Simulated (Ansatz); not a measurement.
The system is SnTe.

```
Te Sn
1.0
     0.00000    3.15085    3.15085
     3.15085    0.00000    3.15085
     3.15085    3.15085    0.00000
Te Sn
1 1
Direct
  0.50000 0.50000 0.50000
  0.00000 0.00000 0.00000
```

Base run:

| Property | Result |
| --- | --- |
| Program | Ansatz 0.2.0 |
| Functional | PBEsol |
| Potentials or basis | Ansatz PAW |
| Cutoff | 420 eV (not typed: the program's choice for these potentials) |
| k mesh | 7 × 7 × 7 |
| Occupations | gaussian, width 0.05 eV |
| Spin | no spin polarisation |

Its results: pressure -0.4 GPa.

Question: The run is repeated on the same cell with these changes: functional from PBEsol to RPBE; occupations from gaussian, width 0.05 eV to gaussian, width 0.02 eV. What comes out?

Answer: Pressure 3.7 GPa.

Caveats: the PAW data sets come from PBE, with cores solved anew for the run's functional, which leaves a small shift of forces and pressure.
